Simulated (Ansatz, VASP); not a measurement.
## Cross-check of Si (V_Si-V_Si) between VASP and Ansatz

Aim: how closely do two programs agree when they are given the same cell, functional and k mesh? Of the first pair: The structure shown is the start of the Ansatz relaxation below; VASP solves that cell, so the two are compared at the walk's first step.

Method: plane waves, with VASP 6.6.1 beside it; single point at HSE06, in Ansatz 0.2.0.

In doubt: a hybrid run on one k-point (step 5), which bears on gaps, levels and energies.

### 1. The starting structure

The cell holds 62 atoms: 62 Si. Its edges and angles: a = 10.866 Å, b = 10.866 Å, c = 10.866 Å, α = 90.0°, β = 90.0°, γ = 90.0°. It derives from Si (Si (Fd-3m)). Nearest the centre at fractional (0.438, 0.438, 0.562): Si41 at 2.92 Å, Si59 at 2.97 Å, Si12 at 2.97 Å, Si37 at 2.99 Å, Si26 at 2.99 Å, Si22 at 2.99 Å, Si30 at 3.97 Å, Si43 at 3.98 Å.

Structure file:

```
Si
1.0
    10.86558    0.00000    0.00000
     0.00000   10.86558    0.00000
     0.00000    0.00000   10.86558
Si
62
Direct
  0.00162 0.00128 0.99589
  0.00448 0.24895 0.24992
  0.24941 0.00380 0.24748
  0.25202 0.25257 0.00324
  0.12733 0.12463 0.12105
  0.12872 0.37230 0.37473
  0.37527 0.12091 0.37708
  0.37091 0.37567 0.12700
  0.99883 0.99557 0.49952
  0.99680 0.24792 0.74743
  0.24649 0.99995 0.74702
  0.25119 0.24837 0.49587
  0.12890 0.12451 0.62739
  0.12438 0.37906 0.87707
  0.37645 0.12137 0.87258
  0.99542 0.49954 0.99986
  0.99778 0.74618 0.25129
  0.24540 0.49978 0.24994
  0.24910 0.75341 0.99705
  0.12083 0.62686 0.12553
  0.12235 0.87839 0.37336
  0.37250 0.62492 0.37114
  0.37096 0.87350 0.12340
  0.00307 0.49715 0.50191
  0.00322 0.75328 0.75011
  0.25043 0.50342 0.75305
  0.24597 0.75184 0.49877
  0.12510 0.62794 0.62854
  0.12469 0.87046 0.87565
  0.37429 0.62244 0.87124
  0.37210 0.87802 0.62310
  0.50297 0.00106 0.00335
  0.49962 0.24633 0.25275
  0.75096 0.99615 0.24767
  0.75008 0.25459 0.99967
  0.62867 0.12577 0.12766
  0.62832 0.37787 0.37362
  0.87514 0.12113 0.37251
  0.87352 0.37160 0.12773
  0.50072 0.99572 0.50153
  0.50077 0.25451 0.74953
  0.74702 0.99809 0.75294
  0.74662 0.25233 0.49792
  0.62273 0.12729 0.62171
  0.62566 0.37073 0.87658
  0.87555 0.12546 0.87046
  0.87657 0.37923 0.62410
  0.50040 0.49978 0.00458
  0.49674 0.75027 0.25323
  0.75220 0.49914 0.24605
  0.75158 0.74667 0.00276
  0.62450 0.62670 0.12075
  0.62794 0.87775 0.37277
  0.87901 0.62306 0.37385
  0.87145 0.87213 0.12444
  0.49551 0.74901 0.74995
  0.74695 0.50312 0.74856
  0.75090 0.74813 0.49589
  0.62287 0.62718 0.62845
  0.62909 0.87707 0.87464
  0.87822 0.62769 0.87311
  0.87212 0.87296 0.62205
```

### 2. Ansatz: relaxation, HSE06

Ansatz runs on its default PAW (the set named soft_2) files.

The two programs are compared at the cell with which this relaxation starts, whose forces are those of its first step.

input.yaml reads:

```yaml
crystal:
  lattice:
    - [5.4327896, 0.0, 0.0]
    - [0.0, 5.4327896, 0.0]
    - [0.0, 0.0, 5.4327896]
  atoms:
    - { symbol: Si, position: [0.0, 0.0, 0.0] }
    - { symbol: Si, position: [0.0, 0.5, 0.5] }
    - { symbol: Si, position: [0.5, 0.0, 0.5] }
    - { symbol: Si, position: [0.5, 0.5, 0.0] }
    - { symbol: Si, position: [0.25, 0.25, 0.25] }
    - { symbol: Si, position: [0.25, 0.75, 0.75] }
    - { symbol: Si, position: [0.75, 0.25, 0.75] }
    - { symbol: Si, position: [0.75, 0.75, 0.25] }
  supercell: [2, 2, 2]
  defects: [{ vacancy: 56 }, { vacancy: 15 }]
basis:
  ecutwfc: 420
  xc_grid: 2
hamiltonian:
  xc: hse06
kpoints:
  mp_grid: { grid: [1, 1, 1] }
magnetization:
  spin_polarized: true
  initial_magnetization: 2
  spin_locking: { lock_magnetization: hard }
scf:
  occupations: { method: fermi_dirac, width: 0.01 }
  max_iter: 100
output:
  forces: true
  charged_corrections:
    epsilon: 13.23
    static_epsilon: 13.23
    defect_position: [0.4375, 0.4375, 0.5625]
relax:
  f_tol: 0.01
  max_steps: 80
  random_displacement: { amplitude: 0.05, seed: 4573 }
checkpoint:
  write: "../q0_M2.relax_smeared.run"
  compress: false
  write_wavefunctions: true
  write_every: 100000
```

The run is started by

```
ansatz run input.yaml --threads 4 --pin off --max-ram 11304MiB --backend cpu --events-out ev --progress --plain --runs-dir out
```

Numbers of over 12 decimals in the logs are rounded to 6 here.

Log:

```text
exact exchange: scf.exx.singularity resolves to wigner_seitz, which cuts the screened interaction at the faces of the exchange supercell's Wigner-Seitz cell, so that each pair interacts once, at the shortest of its separations (the periodic images that this leaves out come, for a point-like exchange hole, to about 0.003 eV on a filled level). The cut falls within the interaction's reach, and what an exchange supercel [...]
Engine: ansatz 0.2.0, aarch64-unknown-linux-gnu
Pseudopotentials: kind: paw
Pseudopotential: Si, paw, valence charge 4, recommended cutoff 420 eV (normal), Si.paw.azcp
Functional definition: HSE06
  parameter a = 0.25
  parameter omega = 0.11/bohr
  exchange = pbe_x - a*pbe_x_sr(omega) + a*exact_x_sr(omega)
  correlation = pbe_c
Crystal: 62 atoms, lattice volume = 1282.799 Å³
Basis set: ecut = 420 eV, 25173 PW (Γ), exchange–correlation on 150×150×150 points (8 copies of the dense FFT grid, shifted against one another)
Bands: 187, of which v1, the nominal top of the filled ones, is band 124 counted from 1 (123 counted from 0)
Symmetry: 1 space group operations
k-points: 1
Non-local potential: Si, projectors of the file, l = 0: 2, l = 1: 2, l = 2: 2
PAW form: soft (Blöchl's): semilocal exchange-correlation on the pseudo side does not see the compensation charge
PAW frozen core: Si, regenerated for the run's functional, and the local potential with it (the file was generated under x = pbe(κ = 0.804, μ = 0.219515), c = pbe(β = 0.066725))
PAW one-centre angular grid: Si, 110 points (default); XC on 64 Gauss nodes
Initial density: superposition of atomic densities (chi_scale 0.1, normalization cell)
Starting moments: Σ|m| = 2 μB on 62 of 62 sites
Initial wavefunctions: pseudopotential atomic-orbital guess
Functional: x = pbe(κ = 0.804, μ = 0.219515), c = pbe(β = 0.066725), warm-up for x = pbe(κ = 0.804, μ = 0.219515) + 0.25 (exact − pbe) at short range (hse, ω = 0.207870 Å⁻¹), c = pbe(β = 0.066725); HSE06 as pw.x's `hse` composes it (authors' and Libxc's form: `xc: wpbeh`)
iter 1 solved again at ethr=1.08e-2 eV; its pass at ethr=1.00e-1 eV (dr2=2.67e1 eV) is discarded
SCF iter   1: F=—  HF=-39414.253959 eV  |F-HF|=—  |Δ(HF+E_count)|=         —  Δρ=2.36e-2 (↑2.30e-2 ↓2.36e-2)  dr2=2.68e1  dr2_m=3.56e-2  M=2.000 μB ∫|m|=2.002 μB  β_m=0.30  ethr=1.08e-2  ⟨swp⟩=15.0  Hψ=2254  notcnv=0
preconditioner: auto → none  [insulator: Δε(μ)=0.315 eV  Ē_g=7.978 eV  σ=0.010 eV  W_gap=1.00  n_scr=178 (ndim 8)  ℏωp=16.3 eV  f_vac=0.000  D(μ)=0.00/eV (n_scr^D=0)]
SCF iter   2: F=—  HF=-39410.448932 eV  |F-HF|=—  |Δ(HF+E_count)|=    3.81e0  Δρ=1.56e-2 (↑1.55e-2 ↓1.56e-2)  dr2=1.11e1  dr2_m=2.49e-2  M=2.000 μB ∫|m|=2.017 μB  β_m=0.51  ethr=1.08e-2  ⟨swp⟩=9.0  Hψ=792  notcnv=0
SCF iter   3: F=—  HF=-39413.789629 eV  |F-HF|=—  |Δ(HF+E_count)|=    3.34e0  Δρ=9.90e-3 (↑9.90e-3 ↓7.93e-3)  dr2=4.80e1  dr2_m=3.06e-2  M=2.000 μB ∫|m|=2.039 μB  β_m=0.35  ethr=4.49e-3  ⟨swp⟩=8.0  Hψ=1241  notcnv=0  recentre
SCF iter   4: F=—  HF=-39408.590004 eV  |F-HF|=—  |Δ(HF+E_count)|=    5.20e0  Δρ=2.74e-3 (↑2.74e-3 ↓2.00e-3)  dr2=1.74e0  dr2_m=6.97e-3  M=2.000 μB ∫|m|=2.148 μB  β_m=0.31  ethr=4.49e-3  ⟨swp⟩=8.0  Hψ=1181  notcnv=0
SCF iter   5: F=—  HF=-39408.393968 eV  |F-HF|=—  |Δ(HF+E_count)|=   1.96e-1  Δρ=1.59e-3 (↑1.59e-3 ↓1.22e-3)  dr2=1.99e-1  dr2_m=4.13e-3  M=2.000 μB ∫|m|=2.157 μB  β_m=0.33  ethr=7.00e-4  ⟨swp⟩=7.0  Hψ=988  notcnv=0
SCF iter   6: F=—  HF=-39408.395975 eV  |F-HF|=—  |Δ(HF+E_count)|=   2.01e-3  Δρ=9.97e-4 (↑9.97e-4 ↓7.60e-4)  dr2=1.27e-1  dr2_m=2.72e-3  M=2.000 μB ∫|m|=2.180 μB  β_m=0.28  ethr=8.04e-5  ⟨swp⟩=8.0  Hψ=1135  notcnv=0
SCF iter   7: F=—  HF=-39408.389642 eV  |F-HF|=—  |Δ(HF+E_count)|=   6.33e-3  Δρ=5.14e-4 (↑3.97e-4 ↓5.14e-4)  dr2=2.29e-2  dr2_m=1.05e-3  M=2.000 μB ∫|m|=2.199 μB  β_m=0.34  ethr=5.10e-5  ⟨swp⟩=7.0  Hψ=973  notcnv=0  defer=4
iter 8 solved again at ethr=6.24e-7 eV; its pass at ethr=9.23e-6 eV (dr2=1.55e-3 eV) is discarded
[...]
atom  61  Si     0.00026945     0.00087529    -0.00109636
  atom  62  Si    -0.00008496     0.00029115     0.00011308
  max |Σ_I F_I| component: 4.51e-5 eV/Å
--- Band table (eV) ---
  k-point 0 ↑: bands = [... 120 lower, 5.1365, 5.1366, 5.4275, 5.8079, 5.8095, 6.7102, 6.7113, 6.9697, ... 42 higher]
  k-point 0 ↓: bands = [... 120 lower, 5.2265, 5.2268, 5.4555, 6.4943, 6.4945, 6.9756, 6.9758, 7.0045, ... 42 higher]
  guard bands above this table: 17 of the run's 187 bands. The solve was not asked for them (output.publish_guard_bands: true or output.eigenvalues: true publishes all)
--- Relaxed structure (8 steps of the walk, 6 accepted, 0 SCFs on fresh bases) ---
  F+E_penalty+E_count = -39439.28023560 eV   max|allowed force component| = 4.674e-3 eV/Å
  atoms:
    - { symbol: Si, position: [-0.00049477, -0.00028288, -0.000195954] }
    - { symbol: Si, position: [0.000649771, 0.250469, 0.251627] }
    - { symbol: Si, position: [0.250300, 0.0009027, 0.251495] }
    - { symbol: Si, position: [0.248996, 0.249237, 0.00086669] }
    - { symbol: Si, position: [0.124455, 0.124731, 0.125986] }
    - { symbol: Si, position: [0.128365, 0.375492, 0.378508] }
    - { symbol: Si, position: [0.375418, 0.128459, 0.378373] }
    - { symbol: Si, position: [0.374766, 0.374967, 0.124622] }
    - { symbol: Si, position: [-9.475313459479486e-5, 0.000112725, 0.500004] }
    - { symbol: Si, position: [-0.00140057, 0.249226, 0.750261] }
    - { symbol: Si, position: [0.249027, -0.00132385, 0.750362] }
    - { symbol: Si, position: [0.251933, 0.251906, 0.506909] }
    - { symbol: Si, position: [0.125533, 0.125620, 0.626155] }
    - { symbol: Si, position: [0.125544, 0.373381, 0.873821] }
    - { symbol: Si, position: [0.373125, 0.125675, 0.873915] }
    - { symbol: Si, position: [-3.908637037152915e-5, 0.499520, -0.000617285] }
    - { symbol: Si, position: [0.00119829, 0.750201, 0.249296] }
    - { symbol: Si, position: [0.253636, 0.499359, 0.253146] }
    - { symbol: Si, position: [0.250337, 0.747967, -0.0013726] }
    - { symbol: Si, position: [0.126764, 0.624400, 0.125472] }
    - { symbol: Si, position: [0.126705, 0.874092, 0.375081] }
    - { symbol: Si, position: [0.381992, 0.623038, 0.376595] }
    - { symbol: Si, position: [0.375168, 0.874810, 0.124703] }
    - { symbol: Si, position: [-0.000142592, 0.499931, 0.499608] }
[...]
- { symbol: Si, position: [0.874997, 0.875190, 0.124351] }
    - { symbol: Si, position: [0.499224, 0.746390, 0.745633] }
    - { symbol: Si, position: [0.746162, 0.499309, 0.745703] }
    - { symbol: Si, position: [0.749129, 0.749208, 0.497944] }
    - { symbol: Si, position: [0.622773, 0.622884, 0.617170] }
    - { symbol: Si, position: [0.624243, 0.874066, 0.872544] }
    - { symbol: Si, position: [0.873781, 0.624368, 0.872639] }
    - { symbol: Si, position: [0.874577, 0.874793, 0.624195] }
```

The column dr2 measures how far the density is from self-consistency, as an energy; F and HF (Harris–Foulkes) agree once it is small.

### 3. VASP: single point, HSE06, start cell, pair 1

The same cell, functional, mesh and smearing now go to VASP, with its own data sets.

Lines of VASP's logs that name or quote its potential files are left out, and so is its time.

The run reads the wave functions of an earlier VASP run, which isn't shown here.

INCAR reads:

```
SYSTEM = Si
PREC = Accurate
ENCUT = 400
EDIFF = 1E-06
NELM = 100
ISMEAR = -1
SIGMA = 0.01
LREAL = Auto
ALGO = Normal
LHFCALC = .TRUE.
AEXX = 0.25
GGA = PE
HFSCREEN = 0.208
LASPH = .TRUE.
NBANDS = 167
ISPIN = 2
MAGMOM = -0 0 0 -0 -0 0.01 0.01 0 0.01 -0 -0 0.1 -0 -0 -0 0.01 -0 0.01 0 0 0 0.1 0.01 0 0 0.1 0.01 0.01 -0 0.01 0 0.01 0.01 -0 0 0 0.1 0 0.01 0 0.1 0 0.01 0.01 0.01 -0 0 0 -0 -0 -0 -0 -0 -0 -0 0.01 0.01 -0 0.1 0 0 0.01
PRECFOCK = Fast
LORBIT = 11
LWAVE = .FALSE.
LCHARG = .FALSE.
ISIF = 2
NUPDOWN = 2
```

POSCAR reads:

```
Si
1.0
   10.8655792000      0.0000000000      0.0000000000
    0.0000000000     10.8655792000      0.0000000000
    0.0000000000      0.0000000000     10.8655792000
Si
62
Direct
    0.0016213586      0.0012806496      0.9958882082
    0.0044788224      0.2489465081      0.2499223419
    0.2494084255      0.0038029266      0.2474774654
    0.2520207114      0.2525719936      0.0032368270
    0.1273255640      0.1246323804      0.1210462853
    0.1287176665      0.3723010919      0.3747349244
    0.3752700086      0.1209056577      0.3770829815
    0.3709078850      0.3756663059      0.1269965434
    0.9988345766      0.9955738209      0.4995238542
    0.9967973175      0.2479244733      0.7474289083
    0.2464923361      0.9999506699      0.7470218431
    0.2511944324      0.2483683521      0.4958664330
    0.1289008137      0.1245127365      0.6273919572
    0.1243772628      0.3790630876      0.8770685690
    0.3764472123      0.1213666548      0.8725752052
    0.9954234377      0.4995416167      0.9998575318
    0.9977814344      0.7461814829      0.2512931846
    0.2454040370      0.4997805363      0.2499358709
    0.2490976275      0.7534145994      0.9970501342
    0.1208255884      0.6268624870      0.1255299856
    0.1223491151      0.8783856640      0.3733613207
    0.3724980441      0.6249249005      0.3711386136
    0.3709564788      0.8734974754      0.1233974715
    0.0030652761      0.4971488312      0.5019107495
    0.0032211813      0.7532844637      0.7501081949
    0.2504322089      0.5034154093      0.7530534589
    0.2459667313      0.7518440434      0.4987719385
    0.1250965986      0.6279417668      0.6285373172
    0.1246859440      0.8704557600      0.8756532740
    0.3742865360      0.6224410016      0.8712426485
    0.3720971451      0.8780201979      0.6230955456
    0.5029718986      0.0010555351      0.0033509488
    0.4996244471      0.2463278718      0.2527477780
    0.7509648450      0.9961492159      0.2476727610
    0.7500836219      0.2545887291      0.9996651812
    0.6286730670      0.1257683530      0.1276634199
    0.6283165282      0.3778741036      0.3736158860
    0.8751413822      0.1211343616      0.3725076156
    0.8735226927      0.3716031079      0.1277302364
    0.5007239743      0.9957219952      0.5015330430
    0.5007670461      0.2545128933      0.7495298548
    0.7470241439      0.9980856980      0.7529420061
    0.7466190113      0.2523266316      0.4979188776
    0.6227321043      0.1272867258      0.6217131987
    0.6256560166      0.3707280510      0.8765796857
    0.8755510245      0.1254641814      0.8704551157
    0.8765707584      0.3792299448      0.6240966887
    0.5003967943      0.4997838495      0.0045794153
    0.4967373483      0.7502726592      0.2532336242
    0.7521956124      0.4991448592      0.2460473529
    0.7515776057      0.7466693538      0.0027555825
    0.6245041222      0.6266994032      0.1207524216
    0.6279414907      0.8777477780      0.3727700038
    0.8790122297      0.6230645302      0.3738461545
    0.8714514731      0.8721250681      0.1244357043
    0.4955062129      0.7490107844      0.7499508172
    0.7469451790      0.5031240304      0.7485564138
    0.7509015258      0.7481334267      0.4958916502
    0.6228655533      0.6271764141      0.6284472161
    0.6290948576      0.8770692132      0.8746446761
    0.8782159537      0.6276938279      0.8731089089
    0.8721181656      0.8729643239      0.6220459927
```

KPOINTS reads:

```
Automatic mesh
0
Gamma
1 1 1
0 0 0
```

Potentials, in the order of the species: Si (PBE family, release 64).

The run is started by

```
export OMP_NUM_THREADS=3
mpirun -np 1 vasp_gam
```

Log:

```text
[banner, memory and clock lines left out]
running    1 mpi-ranks, on    1 nodes
[...]
Offloading initialized ...    1 GPUs detected
[...]
LDA part: xc-table for (Slater+PW92), standard interpolation
 found WAVECAR, reading the header
 POSCAR, INCAR and KPOINTS ok, starting setup
[...]
reading WAVECAR
 the WAVECAR file was read successfully
 initial charge from wavefunction
 entering main loop
       N       E                     dE             d eps       ncg     rms          rms(c)
DAV:   1    -0.377320515708E+03   -0.37732E+03   -0.11844E+01   668   0.750E+00    0.192E+01
DAV:   2    -0.377414885737E+03   -0.94370E-01   -0.30306E-01   800   0.114E+00    0.125E+01
DAV:   3    -0.377402485641E+03    0.12400E-01   -0.17036E-02   762   0.231E-01    0.740E+00
DAV:   4    -0.377396889964E+03    0.55957E-02   -0.37896E-03   738   0.106E-01    0.427E+00
[...]
DAV:  15    -0.377393989305E+03   -0.17985E-05   -0.28649E-06   466   0.186E-03    0.844E-03
DAV:  16    -0.377393990491E+03   -0.11857E-05   -0.19137E-06   458   0.154E-03    0.490E-03
DAV:  17    -0.377393991267E+03   -0.77591E-06   -0.12725E-06   426   0.127E-03
   1 F= -.37739399E+03 E0= -.37739399E+03  d E =-.798343E-12  mag=     2.0000
```

From OUTCAR (step 3):

```text
  FREE ENERGIE OF THE ION-ELECTRON SYSTEM (eV)
  ---------------------------------------------------
  free  energy   TOTEN  =      -377.3939912666 eV

  energy  without entropy=     -377.3939912666  energy(sigma->0) =     -377.39399127

 magnetization (x)
# of ion       s       p       d       tot
------------------------------------------
    1       -0.000  -0.002   0.000  -0.002
    2        0.002   0.005   0.000   0.006
    3        0.001   0.004   0.000   0.006
    4       -0.000  -0.000   0.000  -0.000
    5       -0.000  -0.002   0.000  -0.002
    6        0.000   0.006   0.000   0.006
    7        0.000   0.006   0.000   0.006
    8       -0.000   0.000   0.000   0.000
    9        0.002   0.010   0.000   0.011
   10        0.000  -0.000   0.000   0.000
   11       -0.000  -0.000   0.000  -0.000
   12        0.032   0.108   0.000   0.140
   13        0.001  -0.004   0.000  -0.003
[...]
--------------------------------------------------
tot          0.168   0.576   0.000   0.744

[... 1 further part left out ...]
```

The run ends at a pressure of 0.20 GPa, with forces up to 1.3 eV/Å.

### 4. Side by side

Known differences besides the potentials themselves: exact exchange at q = 0 is treated differently, which shows on coarse meshes; VASP keeps PBE cores, Ansatz makes them for the functional; the cutoff is 420 eV in Ansatz and 400 eV in VASP (PREC = Accurate, projectors in real space); VASP takes a coarser grid for exact exchange (PRECFOCK = Fast). Total energies have different zeros and are not compared.

Forces on 10 of the 62 atoms, those with the largest forces and the largest differences (eV/Å; atoms numbered as in POSCAR):

```
atom          Ansatz x, y, z            VASP x, y, z
Si12    0.000, -0.356, 0.692   -0.014, -0.368, 0.675
Si13   -0.694, 0.529, -0.964   -0.691, 0.525, -0.956
Si19    0.025, -1.145, 0.393    0.024, -1.138, 0.392
Si22    -0.188, 0.118, 0.513    -0.201, 0.132, 0.497
Si26  -0.508, -0.600, -0.350  -0.519, -0.582, -0.332
Si29    0.121, 1.123, -0.384    0.121, 1.119, -0.385
Si35    0.332, -1.237, 0.144    0.329, -1.231, 0.144
Si42    0.440, 0.584, -0.991    0.438, 0.580, -0.985
Si45   -0.372, 1.218, -0.324   -0.370, 1.213, -0.322
Si60   -0.701, -0.835, 0.601   -0.695, -0.828, 0.598
```

The forces differ by 5.3 meV/Å r.m.s., which is 1.1 % of the r.m.s. force of 0.467 eV/Å (both taken over all components). Moments aren't recorded for both runs of this pair, so they may hold unlike magnetic states.

### 5. Ansatz: relaxation, HSE06

This run makes the geometry at which the two programs are then compared.

The structure compared here is the end of the Ansatz relaxation.

input.yaml is that of step 2.

The run is started by

```
ansatz run input.yaml --threads 4 --pin off --max-ram 11304MiB --backend cpu --events-out ev --progress --plain --runs-dir out
```

Log:

```text
[...]
Crystal: 62 atoms, lattice volume = 1282.799 Å³
Basis set: ecut = 420 eV, 25173 PW (Γ), exchange–correlation on 150×150×150 points (8 copies of the dense FFT grid, shifted against one another)
Bands: 187, of which v1, the nominal top of the filled ones, is band 124 counted from 1 (123 counted from 0)
Symmetry: 1 space group operations
k-points: 1
[...]
Starting moments: Σ|m| = 2 μB on 62 of 62 sites
[...]
atom  61  Si     0.00026945     0.00087529    -0.00109636
[...]
- { symbol: Si, position: [0.250300, 0.0009027, 0.251495] }
    - { symbol: Si, position: [0.248996, 0.249237, 0.00086669] }
    - { symbol: Si, position: [0.124455, 0.124731, 0.125986] }
    - { symbol: Si, position: [0.128365, 0.375492, 0.378508] }
    - { symbol: Si, position: [0.375418, 0.128459, 0.378373] }
    - { symbol: Si, position: [0.374766, 0.374967, 0.124622] }
[...]
- { symbol: Si, position: [0.622773, 0.622884, 0.617170] }
    - { symbol: Si, position: [0.624243, 0.874066, 0.872544] }
    - { symbol: Si, position: [0.873781, 0.624368, 0.872639] }
    - { symbol: Si, position: [0.874577, 0.874793, 0.624195] }
```

(Part 1 of 2 ends here.)

[Lines on the potential files, build, host, timing and source positions are cut from VASP's logs without a mark.]

[Logs are printed without paths, hosts, clocks, repeated set-up lines and the standing remarks that a program may print on its own settings, such as how far it seeks lower states.]

[Hosts, paths, dates, database ids (printed as entryN), source tags and the programs' standing remarks are cut or masked in the printed files.]
